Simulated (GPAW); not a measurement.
Hf in GPAW: convergence with k mesh

Input of the first run (k mesh 3 × 3 × 3); the others differ in this setting and in those tied to it:

Contents of run.py:

```python
import json
import numpy as np
from ase import Atoms
from ase.dft.bandgap import bandgap
from ase.io import write
from ase.units import GPa
from gpaw import GPAW, PW, setup_paths

setup_paths.insert(0, '.')

atoms = Atoms(['Hf'],
              cell=[[0.0, 2.22, 2.22],
                    [2.22, 0.0, 2.22],
                    [2.22, 2.22, 0.0]],
              scaled_positions=[[0.0, 0.0, 0.0]],
              pbc=True)

calc = GPAW(mode=PW(450),
            xc='PBEsol',
            kpts={'size': (3, 3, 3), 'gamma': True},
            occupations={'name': 'fermi-dirac', 'width': 0.05},
            nbands=14,
            convergence={'density': 1e-05, 'energy': 1e-05},
            maxiter=150,
            txt='gpaw.txt')
atoms.calc = calc
energy = atoms.get_potential_energy()
forces = atoms.get_forces()
stress = atoms.get_stress()
calc.write('gs.gpw')
write('result.traj', atoms)
print(f'Energy: {energy:.6f} eV')
print('Forces (eV/A):')
print(forces.round(4))
print('Stress (GPa):', (stress / GPa).round(3))
print('Fermi level:', round(calc.get_fermi_level(), 4), 'eV')
print(f'Gap: {bandgap(calc)[0]:.4f} eV, direct: {bandgap(calc, direct=True)[0]:.4f} eV')

size = (6, 6, 6)
dense = calc.fixed_density(kpts={'size': size, 'gamma': True}, update_fermi_level=True,
                           convergence={'bands': 'CBM+2.0', 'eigenstates': 1e-7}, txt='dense.txt')
ef = dense.get_fermi_level()
index = np.round(dense.get_bz_k_points() * size).astype(int) % size
recip = 2 * np.pi * atoms.cell.reciprocal()
sheets = []
for s, e_kn in enumerate(dense.eigenvalues()):
    for n in range(e_kn.shape[1] - 2):
        if e_kn[:, n].min() < ef < e_kn[:, n].max():
            e = np.empty(size)
            e[tuple(index.T)] = e_kn[dense.get_bz_to_ibz_map(), n] - ef
            de = np.array([(np.roll(e, -1, c) - np.roll(e, 1, c)) * size[c] / 2 for c in range(3)])
            v = np.linalg.norm(np.einsum('vc,cxyz->vxyz', np.linalg.inv(recip), de), axis=0)
            w = np.exp(-(e / 0.1)**2) / (0.1 * np.pi**0.5)
            sheets.append({'spin': s, 'band': n, 'filled': (e < 0).mean(), 'dos': w.mean(), 'bottom': e.min(), 'top': e.max(),
                           'velocity': (w * v).sum() / w.sum() * 1.519267e5, 'slice': e[:, :, 0].round(3).tolist()})
            print(f'spin {s} band {n}: filled share {sheets[-1]["filled"]:.3f}, from {e.min():.3f} to {e.max():.3f} eV,',
                  f'{w.mean():.3f} states/eV, mean velocity {sheets[-1]["velocity"]:.3e} m/s')
print('Fermi level on the dense mesh:', round(ef, 4), 'eV,', len(sheets), 'sheets')
json.dump({'ef': ef, 'sheets': sheets}, open('fermi.json', 'w'))
```

Potentials or basis: PAW data sets generated in the run's folder for this functional, pw.

The run is started by

```sh
$ gpaw-setup -f PBEsol Hf
$ OMP_NUM_THREADS=1 python run.py
```

This isn't the form of Hf at room conditions, which is hcp.

Hardware: 1 thread of Intel(R) Xeon(R) Platinum 8259CL CPU @ 2.50GHz (Skylake/Cascade Lake), on a shared host.

```tsv
k mesh	energy less the tightest run, at zero smearing (meV/atom)	pressure (GPa)	SCF cycles	CPU time (s)	peak memory (GiB)
3 × 3 × 3	17.96	-0.44	8	11	0.13
4 × 4 × 4	79.70	-0.84	8	13	0.13
5 × 5 × 5	-44.26	-1.24	8	15	0.14
6 × 6 × 6	6.20	-1.10	8	15	0.14
8 × 8 × 8	19.05	-1.09	8	20	0.15
9 × 9 × 9	13.31	-0.52	8	23	0.16
11 × 11 × 11	0.00	-1.32	8	31	0.18
```

Not settled before the last step: the energy (to 1 meV/atom), the pressure (to 0.1 GPa). Meshes of other sizes hit other points, so gaps and Fermi surfaces needn't settle smoothly. The tightest run that finished is the yardstick and may itself not be fully converged.

Caveat, for the tightest run too: the cutoff is short for stress and forces, so pressures can be off by a GPa or more. Spin-orbit coupling is left out, which matters for the levels of Hf.
